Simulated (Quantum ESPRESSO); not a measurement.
A run of Quantum ESPRESSO 7.5 is set up as follows.

pw.in

```
&CONTROL
  calculation = 'scf'
  prefix = 'pwscf'
  outdir = './tmp'
  pseudo_dir = './pseudo'
  tprnfor = .true.
  tstress = .true.
  disk_io = 'low'
/
&SYSTEM
  ibrav = 0
  A = 3.9883
  nat = 5
  ntyp = 3
  ecutwfc = 56
  ecutrho = 448
  nbnd = 28
  occupations = 'smearing'
  smearing = 'fd'
  degauss = 0.00367493
/
&ELECTRONS
  conv_thr = 1d-09
  electron_maxstep = 120
  mixing_beta = 0.5
/
ATOMIC_SPECIES
Ta   180.9479 ta_pbesol_v1.uspp.F.UPF
K     39.0983 k_pbesol_v1.4.uspp.F.UPF
O     15.9990 o_pbesol_v1.2.uspp.F.UPF
CELL_PARAMETERS alat
   1.0000000000    0.0000000000    0.0000000000
   0.0000000000    1.0000000000    0.0000000000
   0.0000000000    0.0000000000    1.0000000000
ATOMIC_POSITIONS alat
Ta     0.0000000000    0.0000000000    0.0000000000
K      0.5000000000    0.5000000000    0.5000000000
O      0.0000000000    0.0000000000    0.5000000000
O      0.0000000000    0.5000000000    0.0000000000
O      0.5000000000    0.0000000000    0.0000000000
K_POINTS automatic
8 8 8 0 0 0
```

The input scf2.in:

```
&CONTROL
  calculation = 'scf'
  prefix = 'pwscf'
  outdir = './tmp'
  pseudo_dir = './pseudo'
  tprnfor = .true.
  tstress = .true.
  disk_io = 'low'
/
&SYSTEM
  ibrav = 0
  A = 3.9883
  nat = 5
  ntyp = 3
  ecutwfc = 56
  ecutrho = 448
  nbnd = 28
  occupations = 'fixed'
/
&ELECTRONS
  conv_thr = 1d-13
  electron_maxstep = 120
  mixing_beta = 0.5
  startingpot = 'file'
  startingwfc = 'file'
/
ATOMIC_SPECIES
Ta   180.9479 ta_pbesol_v1.uspp.F.UPF
K     39.0983 k_pbesol_v1.4.uspp.F.UPF
O     15.9990 o_pbesol_v1.2.uspp.F.UPF
CELL_PARAMETERS alat
   1.0000000000    0.0000000000    0.0000000000
   0.0000000000    1.0000000000    0.0000000000
   0.0000000000    0.0000000000    1.0000000000
ATOMIC_POSITIONS alat
Ta     0.0000000000    0.0000000000    0.0000000000
K      0.5000000000    0.5000000000    0.5000000000
O      0.0000000000    0.0000000000    0.5000000000
O      0.0000000000    0.5000000000    0.0000000000
O      0.5000000000    0.0000000000    0.0000000000
K_POINTS automatic
8 8 8 0 0 0
```

The input ph.in:

```
dielectric of KTaO3
&INPUTPH
  prefix = 'pwscf'
  outdir = './tmp'
  tr2_ph = 1d-18
  fildyn = 'dyn'
  niter_ph = 90
  alpha_mix(1) = 0.7
  epsil = .true.
  trans = .false.
  zeu = .true.
/
0.0000000000 0.0000000000 0.0000000000
```

Potentials or basis: GBRV 1.5 PBEsol.

Launch:

```sh
$ OMP_NUM_THREADS=1 pw.x -in pw.in > pw.out
$ OMP_NUM_THREADS=1 pw.x -in scf2.in > scf2.out
$ OMP_NUM_THREADS=1 ph.x -in ph.in > ph.out
```

Task: What does it give for the electronic dielectric tensor (diagonal)?

Result: 5.46.

Task: Estimate the Born charges (mean of the diagonal).

Result: Ta +8.74; K +1.15; O -3.30 e.

Task: What does it give for the band gap on the k mesh?

Result: 2.13 eV, indirect (least direct gap 2.76 eV).

Task: Estimate the pressure.

Result: -0.1 GPa.

Born effective charge tensors (e):
atom 1, Ta
```
8.74 0.00 0.00
0.00 8.74 0.00
0.00 0.00 8.74
```
atom 2, K
```
1.15 0.00 0.00
0.00 1.15 0.00
0.00 0.00 1.15
```
atom 3, O
```
-1.67  0.00  0.00
 0.00 -1.67  0.00
 0.00  0.00 -6.56
```
atom 4, O
```
-1.67  0.00  0.00
 0.00 -6.56  0.00
 0.00  0.00 -1.67
```
atom 5, O
```
-6.56  0.00  0.00
 0.00 -1.67  0.00
 0.00  0.00 -1.67
```

Caveat: on a mesh that holds Γ this program's dielectric tensor can be off by some percent beyond the error of the mesh; spin-orbit coupling is left out, which moves the levels of the heavy elements. A k mesh can miss the band edges.
